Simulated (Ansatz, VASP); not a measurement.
## Two plane-wave programs on Tl

File INCAR:

```
ALGO = Normal
EDIFF = 1E-6
ENCUT = 520
GGA = PS
ISIF = 2
ISMEAR = 0
LASPH = T
LCHARG = F
LREAL = F
LWAVE = F
NBANDS = 12
NELM = 80
PREC = Accurate
SIGMA = 0.15
```

Contents of KPOINTS:

```
k-points
0
Gamma
  18 18 18
```

POSCAR

```
Tl
1.0
   -1.9410000000      1.9410000000      1.9410000000
    1.9410000000     -1.9410000000      1.9410000000
    1.9410000000      1.9410000000     -1.9410000000
Tl
1
Direct
    0.0000000000      0.0000000000      0.0000000000
```

Input for Ansatz:

```yaml
crystal:
  lattice:
    - [-1.941, 1.941, 1.941]
    - [1.941, -1.941, 1.941]
    - [1.941, 1.941, -1.941]
  atoms:
    - { symbol: Tl, position: [0.0, 0.0, 0.0] }
basis:
  ecutwfc: 420
kpoints:
  mp_grid: { grid: [18, 18, 18] }
hamiltonian:
  xc: pbesol
scf:
  occupations: { method: gaussian, width: 0.15 }
output:
  forces: true
  stress: true
  eigenvalues: true
```

This isn't the form of Tl at room conditions, which is hcp.

Alike in both runs: task single point; functional PBEsol; k mesh 18 × 18 × 18; occupations gaussian, width 0.15 eV; no spin polarisation.

```csv
,VASP,Ansatz
version,VASP 6.6.1,Ansatz 0.2.0
potentials or method,"VASP PAW PBE potentials, release 64 (Tl_d)","scalar-relativistic, plane waves, PAW"
plane-wave cutoff (eV),520,420
valence electrons in the cell,13,13
```

```csv
,VASP,Ansatz,Ansatz less VASP
gap on the k mesh at the Fermi level (eV),none,none,-
pressure (GPa),-0.9,-0.8,+0.06
```

A gap of «none» marks a metal or a gap that the smearing closes.

Caveats: the PAW data sets were made with another functional, which shifts forces and pressure a little (VASP). Spin-orbit coupling is left out, which matters for the levels of Tl.
